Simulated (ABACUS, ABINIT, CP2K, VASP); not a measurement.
**CoO: programs and potentials compared**

```
Co O
1.0
     2.57053    0.00000    0.00000
     0.00000    2.57053    0.00000
     0.00000    0.00000    2.57053
Co O
1 1
Direct
  0.00000 0.00000 0.00000
  0.50000 0.50000 0.50000
```

Measurements of this composition are mostly on another form, of space group No. 225.

Alike in all runs: task single point; functional PBE; k mesh 10 × 10 × 10; occupations fermi-dirac, width 0.05 eV; collinear spin, ferromagnetic start; no spin-orbit coupling. Pressure is positive in compression and, in plane waves, holds the error of the finite cutoff.

```tsv
program and potentials	plane-wave cutoff (eV)	notes	band gap (eV)	pressure (GPa)	net moment per atom (μB)
VASP, PBE PAW files Co, O, 520 eV	520	7.5 valence electrons an atom on average	no gap	11.11	1.50
ABINIT, JTH PAW PBE v2.0	707	11.5 valence electrons an atom on average	no gap	11.13	1.50
ABACUS, PseudoDojo NC SR 0.4.1 PBE standard, plane waves	1320	11.5 valence electrons an atom on average	no gap	10.83	1.50
CP2K, POTENTIAL_UZH Co GTH-PBE-q17, O GTH-PBE-q6; TZVP-MOLOPT-PBE-GTH basis	-	atomic basis; 11.5 valence electrons an atom on average	-	13.27	1.50
```

None finds a gap. The pressure spans 10.83 (ABACUS, PseudoDojo NC SR 0.4.1 PBE standard, plane waves) to 13.27 GPa (CP2K, POTENTIAL_UZH Co GTH-PBE-q17, O GTH-PBE-q6; TZVP-MOLOPT-PBE-GTH basis). All agree on the net moment per atom. The cell lies far from this level's equilibrium. The state is the one that the start led to, which needn't be the lowest. The pressure on the cell as given of CP2K, POTENTIAL_UZH Co GTH-PBE-q17, O GTH-PBE-q6; TZVP-MOLOPT-PBE-GTH basis lies far from the others; the cause wasn't traced. Rows in atomic bases carry the error of their basis and grid, which can be large.

The functional is the same throughout but for its coding, so the spread measures potentials, basis and numerics; runs on potential files found faulty are left out.
